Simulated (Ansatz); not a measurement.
# TiAl3: a one-atom displacement scan and further scans

Aim: for TiAl3, map the energy as atom 1 (Ti) is pushed off its site and see how energy and stress answer to the strain pattern (0, 0, 0, 0, 1, 0).

Computed with Ansatz 0.2.0 (DFT r2SCAN, scalar-relativistic, plane waves, PAW, unless a step's input says otherwise).

1 further run of the same task is left out (set aside as unsound or not needed). Runs told in other sessions of the task aren't counted.

## Step 1: The structure to begin with

The structure is cubic, space group Pm-3m (No. 221). Conventional cell: a = 3.956 Å, b = 3.956 Å, c = 3.956 Å, α = 90.00°, β = 90.00°, γ = 90.00°. Ti (site symmetry m-3m) has 12 Al at 2.80 Å in its first shell of neighbours. Around Al (site symmetry 4/mmm) lie 4 Ti at 2.80 Å and 8 Al at 2.80 Å.

Structure file:

```
CELL_PARAMETERS angstrom
3.95567 0.00000 0.00000
0.00000 3.95567 0.00000
0.00000 0.00000 3.95567
ATOMIC_POSITIONS crystal
Ti 0.00000 0.00000 0.00000
Al 0.50000 0.50000 0.00000
Al 0.50000 0.00000 0.50000
Al 0.00000 0.50000 0.50000
```

It goes back to an entry of the Materials Project, which need not be the stable form.

This cell was relaxed beforehand with the same method: volume 15.47 Å³/atom, gap on the mesh none (metal).

## Step 2: Zero of energy

The reference gives a free energy of -4127.2630 eV, pressure 0.04 GPa, largest force 0.000 eV/Å and gap on the mesh none (metal). It was computed beforehand with the settings of the runs below.

## Step 3: Setting up a one-atom displacement scan

Atom 1 (Ti) is moved by x along the Cartesian unit vector (-1.000, 0.000, 0.000); the cell and all other atoms stay fixed. Forces below are components along that vector, summed over the moved atoms. In a periodic cell its images move with it.

## Step 4: x = -0.600 Å

input.yaml

```yaml
crystal:
  lattice:
    - [3.95567125, 0.0, 0.0]
    - [0.0, 3.95567125, 0.0]
    - [0.0, 0.0, 3.95567125]
  atoms:
    - { symbol: Ti, position: [0.1516809568, 0.0, 0.0] }
    - { symbol: Al, position: [0.5, 0.5, 0.0] }
    - { symbol: Al, position: [0.5, 0.0, 0.5] }
    - { symbol: Al, position: [0.0, 0.5, 0.5] }
basis:
  ecutwfc: 500
kpoints:
  mp_grid: { grid: [12, 12, 12] }
hamiltonian:
  xc: r2scan
scf:
  occupations: { method: gaussian, width: 0.15 }
output:
  forces: true
  stress: true
  eigenvalues: true
```

Run with:

```console
> ansatz run input.yaml --threads 1 --pin off --max-ram 2560MiB --backend cpu --events-out ev --progress --plain --runs-dir out
```

Output (excerpt; [...] marks lines left out):

```text
Warning: RAYON_NUM_THREADS=1 ignored (pool sized by the plan → 1); use --threads N
[...]
Pseudopotentials: kind: paw
Pseudopotential: Ti, paw, valence charge 12, recommended cutoff 500 eV (meta_gga), Ti.paw.azcp
Pseudopotential: Al, paw, valence charge 3, recommended cutoff 500 eV (meta_gga), Al.paw.azcp
Functional definition: r2SCAN
[...]
Crystal: 4 atoms, lattice volume = 61.896 Å³
Basis set: ecut = 500 eV, 1575 PW (Γ), exchange–correlation on 120×120×120 points (64 copies of the dense FFT grid, shifted against one another)
Bands: 15, of which v1, the nominal top of the filled ones, is band 11 counted from 1 (10 counted from 0)
Symmetry: 8 space group operations
Space group: P4mm (ITA 99), of the structure as read, at distance tolerance 4.0e-5 Å
k-points: 196 of 1728 (time reversal used)
[...]
SCF iter   1: F=—  HF=-4125.349417 eV  |F-HF|=—  |Δ(HF+E_count)|=         —  Δρ=1.05e-2  dr2=7.85e-2  dr2_τ=4.13e-2  ethr=1.77e-3  ⟨swp⟩=5.4  Hψ=17059  notcnv=0
[...]
SCF iter   7: F=-4125.419490 eV  HF=-4125.419490 eV  |F-HF|=2.55e-8  |Δ(HF+E_count)|=   1.35e-7  Δρ=7.21e-6  dr2=2.69e-8  dr2_τ=1.13e-9  ethr=4.76e-10  ⟨swp⟩=5.1  Hψ=12732  notcnv=0
the search or the solves at the SCF's close seem to have found levels that the self-consistency loop had missed (the run counts 1). By its estimate they hold under 1e-12 electrons; where the run keeps them, the occupations were computed again with them
[...]
SCF converged after 7 iterations
Free energy (F): -4125.419490 eV
[...]
E sigma→0 (E₀):  -4125.409661 eV
Entropy (-TS):   -0.019658 eV (-4.914 meV/atom)
Fermi energy:    10.306870 eV
[...]
--- Forces (eV/Å), atoms counted from 1 ---
  atom   1  Ti    -6.33489979     0.00000000     0.00000000
  atom   2  Al     2.79766443     0.00000000     0.00000000
  atom   3  Al     2.79766443    -0.00000000     0.00000000
  atom   4  Al     0.73954782    -0.00000000     0.00000000
[...]
--- Stress (GPa, compression-positive) ---
       12.359856       0.000000       0.000000
        0.000000      10.944827       0.000000
        0.000000       0.000000      10.944827
  P = ⅓ Tr σ = 11.4165 GPa (114.165 kbar)
--- Band table (eV; the first three rows and the last of 196) ---
  k-point 0: bands = ["-48.6352", "-23.9591", "-23.9591", "-23.9282", "-0.9452", "6.9845", "7.0500", "8.0021", "8.0021", "8.9422", "10.5262", "10.6777", "10.6777", "11.1637", "14.2582"]
[...]
```

Wall time 80 s (1 thread of Intel Xeon at 2.50GHz (Skylake/Cascade Lake), shared host); peak memory 0.64 GiB.

## Step 5: x = 0.480 Å

Edit input.yaml of step 4 so:

```diff
@@ -6,3 +6,3 @@
   atoms:
-    - { symbol: Ti, position: [0.1516809568, 0.0, 0.0] }
+    - { symbol: Ti, position: [-0.1213447654, 0.0, 0.0] }
     - { symbol: Al, position: [0.5, 0.5, 0.0] }
```

Run with:

```console
> ansatz run input.yaml --threads 1 --pin off --max-ram 2560MiB --backend cpu --events-out ev --progress --plain --runs-dir out
```

Output (excerpt; [...] marks lines left out):

```text
[...]
SCF converged after 7 iterations
Free energy (F): -4126.097496 eV
[...]
E sigma→0 (E₀):  -4126.087206 eV
Entropy (-TS):   -0.020580 eV (-5.145 meV/atom)
Fermi energy:    10.380972 eV
[...]
--- Forces (eV/Å), atoms counted from 1 ---
  atom   1  Ti     4.96851414    -0.00000000     0.00000000
  atom   2  Al    -2.18020472     0.00000000     0.00000000
  atom   3  Al    -2.18020472     0.00000000     0.00000000
  atom   4  Al    -0.60807881    -0.00000000     0.00000000
[...]
--- Stress (GPa, compression-positive) ---
        8.666371       0.000000       0.000000
        0.000000       6.953776       0.000000
        0.000000       0.000000       6.953776
  P = ⅓ Tr σ = 7.5246 GPa (75.246 kbar)
--- Band table (eV; the first three rows and the last of 196) ---
  k-point 0: bands = ["-48.6941", "-23.9908", "-23.9908", "-23.9758", "-0.9557", "7.0590", "7.1431", "8.0397", "8.0397", "8.6993", "10.5904", "10.6727", "10.6727", "11.1741", "14.4321"]
[...]
```

It took 85 s on 1 thread of Intel Xeon at 2.50GHz (Skylake/Cascade Lake), shared host; peak memory 0.64 GiB.

## Step 6: x = -0.360 Å

Edit input.yaml of step 5 so:

```diff
@@ -6,3 +6,3 @@
   atoms:
-    - { symbol: Ti, position: [-0.1213447654, 0.0, 0.0] }
+    - { symbol: Ti, position: [0.0910085741, 0.0, 0.0] }
     - { symbol: Al, position: [0.5, 0.5, 0.0] }
```

Run with:

```console
> ansatz run input.yaml --threads 1 --pin off --max-ram 2560MiB --backend cpu --events-out ev --progress --plain --runs-dir out
```

Output (excerpt; [...] marks lines left out):

```text
Warning: RAYON_NUM_THREADS=1 ignored (pool sized by the plan → 1); use --threads N
[...]
[... 4 set-up lines as earlier in the session ...]
[...]
Crystal: 4 atoms, lattice volume = 61.896 Å³
Basis set: ecut = 500 eV, 1575 PW (Γ), exchange–correlation on 120×120×120 points (64 copies of the dense FFT grid, shifted against one another)
Bands: 15, of which v1, the nominal top of the filled ones, is band 11 counted from 1 (10 counted from 0)
[... 2 set-up lines as earlier in the session ...]
k-points: 196 of 1728 (time reversal used)
[...]
SCF converged after 7 iterations
Free energy (F): -4126.613731 eV
[...]
E sigma→0 (E₀):  -4126.602249 eV
Entropy (-TS):   -0.022965 eV (-5.741 meV/atom)
Fermi energy:    10.441241 eV
[...]
--- Forces (eV/Å), atoms counted from 1 ---
  atom   1  Ti    -3.64686981     0.00000000     0.00000000
  atom   2  Al     1.59528763     0.00000000     0.00000000
  atom   3  Al     1.59528763    -0.00000000     0.00000000
  atom   4  Al     0.45626579    -0.00000000     0.00000000
[...]
--- Stress (GPa, compression-positive) ---
        5.178655      -0.000000       0.000000
       -0.000000       3.927409       0.000000
        0.000000       0.000000       3.927409
  P = ⅓ Tr σ = 4.3445 GPa (43.445 kbar)
--- Band table (eV; the first three rows and the last of 196) ---
  k-point 0: bands = ["-48.7483", "-24.0244", "-24.0244", "-24.0189", "-0.9640", "7.1428", "7.2192", "8.0764", "8.0764", "8.4835", "10.6294", "10.6688", "10.6688", "11.1797", "14.6252"]
[...]
```

Wall time 64 s (1 thread of Intel Xeon at 2.50GHz (Skylake/Cascade Lake), shared host); peak memory 0.64 GiB.

## Step 7: x = 0.240 Å

Edit input.yaml of step 6 so:

```diff
@@ -6,3 +6,3 @@
   atoms:
-    - { symbol: Ti, position: [0.0910085741, 0.0, 0.0] }
+    - { symbol: Ti, position: [-0.0606723827, 0.0, 0.0] }
     - { symbol: Al, position: [0.5, 0.5, 0.0] }
```

Run with:

```console
> ansatz run input.yaml --threads 1 --pin off --max-ram 2560MiB --backend cpu --events-out ev --progress --plain --runs-dir out
```

Output (excerpt; [...] marks lines left out):

```text
[...]
SCF converged after 7 iterations
Free energy (F): -4126.975836 eV
[...]
E sigma→0 (E₀):  -4126.963058 eV
Entropy (-TS):   -0.025555 eV (-6.389 meV/atom)
Fermi energy:    10.490531 eV
[...]
--- Forces (eV/Å), atoms counted from 1 ---
  atom   1  Ti     2.39957197    -0.00000000     0.00000000
  atom   2  Al    -1.05197650    -0.00000000     0.00000000
  atom   3  Al    -1.05197650     0.00000000     0.00000000
  atom   4  Al    -0.29560380     0.00000000     0.00000000
[...]
--- Stress (GPa, compression-positive) ---
        2.390039       0.000000       0.000000
        0.000000       1.776399       0.000000
        0.000000       0.000000       1.776399
  P = ⅓ Tr σ = 1.9809 GPa (19.809 kbar)
--- Band table (eV; the first three rows and the last of 196) ---
  k-point 0: bands = ["-48.7925", "-24.0544", "-24.0544", "-24.0537", "-0.9697", "7.2264", "7.2754", "8.1068", "8.1068", "8.3051", "10.6505", "10.6658", "10.6658", "11.1829", "14.8243"]
[...]
```

Wall time 64 s (1 thread of Intel Xeon at 2.50GHz (Skylake/Cascade Lake), shared host); peak memory 0.64 GiB.

## Step 8: At x = -0.120 Å

Edit input.yaml of step 7 so:

```diff
@@ -6,3 +6,3 @@
   atoms:
-    - { symbol: Ti, position: [-0.0606723827, 0.0, 0.0] }
+    - { symbol: Ti, position: [0.0303361914, 0.0, 0.0] }
     - { symbol: Al, position: [0.5, 0.5, 0.0] }
```

Run with:

```console
> ansatz run input.yaml --threads 1 --pin off --max-ram 2560MiB --backend cpu --events-out ev --progress --plain --runs-dir out
```

Output (excerpt; [...] marks lines left out):

```text
Warning: RAYON_NUM_THREADS=1 ignored (pool sized by the plan → 1); use --threads N
[...]
[... 4 set-up lines as earlier in the session ...]
[...]
Crystal: 4 atoms, lattice volume = 61.896 Å³
Basis set: ecut = 500 eV, 1575 PW (Γ), exchange–correlation on 120×120×120 points (64 copies of the dense FFT grid, shifted against one another)
Bands: 15, of which v1, the nominal top of the filled ones, is band 11 counted from 1 (10 counted from 0)
[... 2 set-up lines as earlier in the session ...]
k-points: 196 of 1728 (time reversal used)
[...]
SCF converged after 7 iterations
Free energy (F): -4127.191340 eV
[...]
E sigma→0 (E₀):  -4127.178155 eV
Entropy (-TS):   -0.026370 eV (-6.593 meV/atom)
Fermi energy:    10.522316 eV
[...]
--- Forces (eV/Å), atoms counted from 1 ---
  atom   1  Ti    -1.19535523     0.00000000     0.00000000
  atom   2  Al     0.52664776     0.00000000     0.00000000
  atom   3  Al     0.52664776    -0.00000000     0.00000000
  atom   4  Al     0.14202398    -0.00000000     0.00000000
[...]
--- Stress (GPa, compression-positive) ---
        0.633793       0.000000       0.000000
        0.000000       0.474865       0.000000
        0.000000       0.000000       0.474865
  P = ⅓ Tr σ = 0.5278 GPa (5.278 kbar)
--- Band table (eV; the first three rows and the last of 196) ---
  k-point 0: bands = ["-48.8223", "-24.0765", "-24.0763", "-24.0763", "-0.9727", "7.2940", "7.3098", "8.1272", "8.1272", "8.1807", "10.6598", "10.6633", "10.6633", "11.1847", "14.9937"]
[...]
```

Wall time 70 s (1 thread of Intel Xeon at 2.50GHz (Skylake/Cascade Lake), shared host); peak memory 0.64 GiB.

## Step 9: Results of the scan

All points in order; energies are free energies above the reference cell:

| x (Å) | ΔE (meV/cell) | force on the moved atoms (eV/Å) | pressure (GPa) |
| --- | --- | --- | --- |
| -0.600 | 1843.5 | 6.335 | 11.4 |
| -0.360 | 649.3 | 3.647 | 4.3 |
| -0.120 | 71.7 | 1.195 | 0.5 |
| 0.000 | 0.0 | 0.000 | 0.0 |
| 0.240 | 287.2 | -2.400 | 2.0 |
| 0.480 | 1165.5 | -4.968 | 7.5 |

## Step 10: The scan: energy and stress against strain

The cell is strained by ε times the Voigt pattern (0, 0, 0, 0, 1, 0) (xx, yy, zz, yz, xz, xy; engineering shear), with fractional coordinates fixed (clamped ions). The stress on the pattern is the sum of the stress components weighted by it, tension positive.

## Step 11: Point ε = -0.1500

Edit input.yaml of step 8 so:

```diff
@@ -2,7 +2,7 @@
   lattice:
-    - [3.95567125, 0.0, 0.0]
+    - [3.95567125, 0.0, -0.2966753438]
     - [0.0, 3.95567125, 0.0]
-    - [0.0, 0.0, 3.95567125]
+    - [-0.2966753438, 0.0, 3.95567125]
   atoms:
-    - { symbol: Ti, position: [0.0303361914, 0.0, 0.0] }
+    - { symbol: Ti, position: [0.0, 0.0, 0.0] }
     - { symbol: Al, position: [0.5, 0.5, 0.0] }
```

Run with:

```console
> ansatz run input.yaml --threads 1 --pin off --max-ram 2560MiB --backend cpu --events-out ev --progress --plain --runs-dir out
```

Output (excerpt; [...] marks lines left out):

```text
Warning: RAYON_NUM_THREADS=1 ignored (pool sized by the plan → 1); use --threads N
[...]
[... 4 set-up lines as earlier in the session ...]
[...]
Crystal: 4 atoms, lattice volume = 61.548 Å³
Basis set: ecut = 500 eV, 1545 PW (Γ), exchange–correlation on 120×120×120 points (64 copies of the dense FFT grid, shifted against one another)
Bands: 15, of which v1, the nominal top of the filled ones, is band 11 counted from 1 (10 counted from 0)
[... 1 set-up line as earlier in the session ...]
Space group: Cmmm (ITA 65), of the structure as read, at distance tolerance 3.9e-5 Å
k-points: 301 of 1728
[...]
SCF converged after 7 iterations
Free energy (F): -4126.872456 eV
[...]
E sigma→0 (E₀):  -4126.861236 eV
Entropy (-TS):   -0.022440 eV (-5.610 meV/atom)
Fermi energy:    10.530012 eV
[...]
--- Forces (eV/Å), atoms counted from 1 ---
  atom   1  Ti     0.00000000     0.00000000     0.00000000
  atom   2  Al     0.00000000     0.00000000     0.00000000
  atom   3  Al    -0.00000000     0.00000000    -0.00000000
  atom   4  Al     0.00000000     0.00000000     0.00000000
[...]
--- Stress (GPa, compression-positive) ---
        5.841066      -0.000000      13.655087
       -0.000000      -0.837560       0.000000
       13.655087       0.000000       5.841066
  P = ⅓ Tr σ = 3.6149 GPa (36.149 kbar)
--- Band table (eV; the first three rows and the last of 301) ---
  k-point 0: bands = ["-48.7999", "-24.0947", "-24.0772", "-23.9985", "-0.9407", "7.3384", "7.4681", "7.8896", "8.1706", "8.7053", "10.3755", "10.6794", "10.7135", "11.4852", "14.8413"]
[...]
```

It took 60 s on 1 thread of Intel Xeon at 2.50GHz (Skylake/Cascade Lake), shared host; peak memory 0.7 GiB.

## Step 12: ε = 0.1125

Edit input.yaml of step 11 so:

```diff
@@ -2,5 +2,5 @@
   lattice:
-    - [3.95567125, 0.0, -0.2966753438]
+    - [3.95567125, 0.0, 0.2225065078]
     - [0.0, 3.95567125, 0.0]
-    - [-0.2966753438, 0.0, 3.95567125]
+    - [0.2225065078, 0.0, 3.95567125]
   atoms:
```

Run with:

```console
> ansatz run input.yaml --threads 1 --pin off --max-ram 2560MiB --backend cpu --events-out ev --progress --plain --runs-dir out
```

Output (excerpt; [...] marks lines left out):

```text
Warning: RAYON_NUM_THREADS=1 ignored (pool sized by the plan → 1); use --threads N
[...]
[... 4 set-up lines as earlier in the session ...]
[...]
Crystal: 4 atoms, lattice volume = 61.700 Å³
Basis set: ecut = 500 eV, 1545 PW (Γ), exchange–correlation on 120×120×120 points (64 copies of the dense FFT grid, shifted against one another)
Bands: 15, of which v1, the nominal top of the filled ones, is band 11 counted from 1 (10 counted from 0)
[... 1 set-up line as earlier in the session ...]
Space group: Cmmm (ITA 65), of the structure as read, at distance tolerance 4.0e-5 Å
k-points: 301 of 1728
[...]
SCF converged after 7 iterations
Free energy (F): -4127.047159 eV
[...]
E sigma→0 (E₀):  -4127.035003 eV
Entropy (-TS):   -0.024312 eV (-6.078 meV/atom)
Fermi energy:    10.530043 eV
[...]
--- Forces (eV/Å), atoms counted from 1 ---
  atom   1  Ti     0.00000000     0.00000000     0.00000000
  atom   2  Al     0.00000000     0.00000000    -0.00000000
  atom   3  Al    -0.00000000     0.00000000    -0.00000000
  atom   4  Al    -0.00000000     0.00000000     0.00000000
[...]
--- Stress (GPa, compression-positive) ---
        3.298664       0.000000      -9.946161
        0.000000      -0.449545       0.000000
       -9.946161       0.000000       3.298664
  P = ⅓ Tr σ = 2.0493 GPa (20.493 kbar)
--- Band table (eV; the first three rows and the last of 301) ---
  k-point 0: bands = ["-48.8158", "-24.1006", "-24.0840", "-24.0257", "-0.9553", "7.3300", "7.4048", "7.9207", "8.1547", "8.5303", "10.4800", "10.6717", "10.6908", "11.3711", "15.0942"]
[...]
```

Wall time 66 s (1 thread of Intel Xeon at 2.50GHz (Skylake/Cascade Lake), shared host); peak memory 0.7 GiB.

## Step 13: ε = -0.0750

Edit input.yaml of step 12 so:

```diff
@@ -2,5 +2,5 @@
   lattice:
-    - [3.95567125, 0.0, 0.2225065078]
+    - [3.95567125, 0.0, -0.1483376719]
     - [0.0, 3.95567125, 0.0]
-    - [0.2225065078, 0.0, 3.95567125]
+    - [-0.1483376719, 0.0, 3.95567125]
   atoms:
```

Run with:

```console
> ansatz run input.yaml --threads 1 --pin off --max-ram 2560MiB --backend cpu --events-out ev --progress --plain --runs-dir out
```

Output (excerpt; [...] marks lines left out):

```text
Warning: RAYON_NUM_THREADS=1 ignored (pool sized by the plan → 1); use --threads N
[...]
[... 4 set-up lines as earlier in the session ...]
[...]
Crystal: 4 atoms, lattice volume = 61.809 Å³
Basis set: ecut = 500 eV, 1549 PW (Γ), exchange–correlation on 120×120×120 points (64 copies of the dense FFT grid, shifted against one another)
Bands: 15, of which v1, the nominal top of the filled ones, is band 11 counted from 1 (10 counted from 0)
[... 2 set-up lines as earlier in the session ...]
k-points: 301 of 1728
[...]
SCF converged after 7 iterations
Free energy (F): -4127.168292 eV
[...]
E sigma→0 (E₀):  -4127.155896 eV
Entropy (-TS):   -0.024792 eV (-6.198 meV/atom)
Fermi energy:    10.531801 eV
[...]
--- Forces (eV/Å), atoms counted from 1 ---
  atom   1  Ti     0.00000000     0.00000000    -0.00000000
  atom   2  Al     0.00000000     0.00000000     0.00000000
  atom   3  Al     0.00000000     0.00000000    -0.00000000
  atom   4  Al     0.00000000     0.00000000    -0.00000000
[...]
--- Stress (GPa, compression-positive) ---
        1.473737       0.000000       6.576651
        0.000000      -0.179825      -0.000000
        6.576651      -0.000000       1.473737
  P = ⅓ Tr σ = 0.9225 GPa (9.225 kbar)
--- Band table (eV; the first three rows and the last of 301) ---
  k-point 0: bands = ["-48.8237", "-24.0989", "-24.0829", "-24.0478", "-0.9656", "7.3254", "7.3589", "7.9720", "8.1434", "8.3773", "10.5718", "10.6669", "10.6763", "11.2773", "15.0801"]
[...]
```

Run time: 62 s. Hardware: 1 thread of Intel Xeon at 2.50GHz (Skylake/Cascade Lake), shared host; peak memory 0.7 GiB.

## Step 14: At ε = 0.0375

Edit input.yaml of step 13 so:

```diff
@@ -2,5 +2,5 @@
   lattice:
-    - [3.95567125, 0.0, -0.1483376719]
+    - [3.95567125, 0.0, 0.0741688359]
     - [0.0, 3.95567125, 0.0]
-    - [-0.1483376719, 0.0, 3.95567125]
+    - [0.0741688359, 0.0, 3.95567125]
   atoms:
```

Run with:

```console
> ansatz run input.yaml --threads 1 --pin off --max-ram 2560MiB --backend cpu --events-out ev --progress --plain --runs-dir out
```

Output (excerpt; [...] marks lines left out):

```text
Warning: RAYON_NUM_THREADS=1 ignored (pool sized by the plan → 1); use --threads N
[...]
[... 4 set-up lines as earlier in the session ...]
[...]
Crystal: 4 atoms, lattice volume = 61.874 Å³
Basis set: ecut = 500 eV, 1563 PW (Γ), exchange–correlation on 120×120×120 points (64 copies of the dense FFT grid, shifted against one another)
Bands: 15, of which v1, the nominal top of the filled ones, is band 11 counted from 1 (10 counted from 0)
[... 2 set-up lines as earlier in the session ...]
k-points: 301 of 1728
[...]
SCF converged after 7 iterations
Free energy (F): -4127.239728 eV
[...]
E sigma→0 (E₀):  -4127.226975 eV
Entropy (-TS):   -0.025507 eV (-6.377 meV/atom)
Fermi energy:    10.531348 eV
[...]
--- Forces (eV/Å), atoms counted from 1 ---
  atom   1  Ti    -0.00000000     0.00000000    -0.00000000
  atom   2  Al    -0.00000000    -0.00000000     0.00000000
  atom   3  Al     0.00000000    -0.00000000     0.00000000
  atom   4  Al     0.00000000     0.00000000     0.00000000
[...]
--- Stress (GPa, compression-positive) ---
        0.408101       0.000000      -3.234853
        0.000000      -0.045806       0.000000
       -3.234853       0.000000       0.408101
  P = ⅓ Tr σ = 0.2568 GPa (2.568 kbar)
--- Band table (eV; the first three rows and the last of 301) ---
  k-point 0: bands = ["-48.8307", "-24.0943", "-24.0838", "-24.0694", "-0.9716", "7.3225", "7.3305", "8.0436", "8.1367", "8.2455", "10.6372", "10.6628", "10.6663", "11.2106", "15.0697"]
[...]
```

It took 85 s on 1 thread of Intel Xeon at 2.50GHz (Skylake/Cascade Lake), shared host; peak memory 0.71 GiB.

## Step 15: Results of the scan

Collected from the runs (energy zero: the undisturbed cell):

| ε | ΔE (meV/atom) | stress on the pattern (GPa) | pressure (GPa) |
| --- | --- | --- | --- |
| -0.1500 | 97.6 | -13.66 | 3.6 |
| -0.0750 | 23.7 | -6.58 | 0.9 |
| 0.0000 | 0.0 | 0.00 | 0.0 |
| 0.0375 | 5.8 | 3.23 | 0.3 |
| 0.1125 | 54.0 | 9.95 | 2.0 |

## Step 16: What came out

```
                                                                                                 quantity       value
            force constant along x, from the points at -0.120, 0 and 0.240 Å (one-atom displacement scan)  9.97 eV/Å²
slope of the stress at ε = 0, from the points at -0.0750, 0 and 0.0375 (energy and stress against strain)      87 GPa
```

**Reading.** One-atom displacement scan: near the site the force constant is 9.97 eV/Å²; for the mass of Ti against a rigid frame that is a vibration of about 238 cm⁻¹. The step of 0.24 Å is wide, so anharmonic terms mix in. The undisturbed cell stays the lowest of the sampled points. Energy and stress against strain: from the stress slope, C55 is about 87 GPa with the ions clamped; letting the atoms relax could not make it stiffer. The step is wide, so higher orders mix in. No sampled point lies below the undisturbed cell.
